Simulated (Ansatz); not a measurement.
**Pt: zone-centre modes under pressure**

Pt, P6_3/mmc, a = 2.739 Å, c = 4.671 Å. This isn't the element's structure at ambient conditions. Ansatz: PBEsol, PAW, 420 eV, Γ-centred 18×18×10 mesh on 2 atoms, Fermi-Dirac smearing 0.15 eV; no spin polarisation. Cell and atoms are relaxed at each pressure with the symmetry kept; optical modes at Γ by linear response, in cm⁻¹, matched by rank (the highest 2 distinct ones).

| P (GPa) | V (Å³/atom) | ω1 | ω2 |
| --- | --- | --- | --- |
| 0 | 15.170 | 37.1 | 180.4 |
| 3 | 15.011 | 39.4 | 186.1 |
| 8 | 14.769 | 42.7 | 195.0 |
| 15 | 14.465 | ? | ? |

Q: Get each mode's Grüneisen parameter γ = −d ln ω/d ln V from the other rows and predict the missing frequencies.

A: ln(V/V0) = 0.0000, -0.0105, -0.0268, -0.0476; a line through ln(ω/ω0) of the 3 known rows gives ω1: γ = 5.219 (intercept 0.0020), predicted 47.7, computed 46.9; ω2: γ = 2.901 (intercept 0.0002), predicted 207.2, computed 206.5. The worst miss is 1.6 %: γ isn't constant over this range. In a metal these frequencies hang on the mesh and smearing.

Spin–orbit coupling is left out, which can shift energies with elements as heavy as these.

Cost: 4 runs of about 3.9 core-minutes in all, on Intel Xeon Platinum 8488C (Sapphire Rapids) (shared hosts).